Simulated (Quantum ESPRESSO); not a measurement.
# Pb: equation of state with HCTH

Pb:

```
Pb
1.0
     0.00000    2.47502    2.47502
     2.47502    0.00000    2.47502
     2.47502    2.47502    0.00000
Pb
1
Direct
  0.00000 0.00000 0.00000
```

```
Program             : Quantum ESPRESSO 7.5
Task                : equation of state
Functional          : HCTH
Potentials or basis : PseudoDojo 0.4.1 SR PBE standard
Cutoff              : 762 eV
Density cutoff      : 3048 eV
k mesh              : 9 × 9 × 9
Occupations         : fermi-dirac, width 0.05 eV
Spin                : no spin polarisation
Mixing beta         : 0.5
Most SCF iterations : 120
SCF threshold       : 2e-10 Ry
```

The equilibrium volume is 34.30 Å³/atom (rough: see the caveat) and the bulk modulus is 29 GPa (rough).

Energy against volume, from the lowest point:
```csv
volume (Å³/atom),energy (meV/atom)
28.503,116.63
29.110,86.25
29.716,60.92
30.323,40.09
30.929,23.24
31.535,9.98
32.142,0.00
```

All runs of the series together: 43 s on 1 thread of AMD EPYC 7B13 (Zen 3), with other jobs on the host.

Caveat: the potentials were made for another functional, which shifts forces and pressure; the minimum lies outside the volumes run. The run has no spin-orbit coupling, so splittings on Pb are missing.
